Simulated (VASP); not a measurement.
InP:

```
In P
1.0
     0.00000    2.93050    2.93050
     2.93050    0.00000    2.93050
     2.93050    2.93050    0.00000
In P
1 1
Direct
  0.00000 0.00000 0.00000
  0.75000 0.75000 0.75000
```

Base run:

* Program: VASP 6.6.1
* Functional: HSE03
* Potentials or basis: VASP PAW PBE potentials, release 64 (In_d, P)
* Cutoff: 520 eV
* k mesh: 6 × 6 × 6
* Occupations: gaussian, width 0.02 eV
* Spin: no spin polarisation

Its results: band gap on the k mesh 1.34 eV, direct; pressure 1.6 GPa.

Problem. The run is repeated on the same cell with these changes: functional from HSE03 to HSE06. What comes out?

Solution. Band gap on the k mesh 1.52 eV, direct; pressure 1.3 GPa.

Caveats: the PAW data sets were made with another functional, which shifts forces and pressure a little; spin-orbit coupling is left out, which moves the levels of the heavy elements.
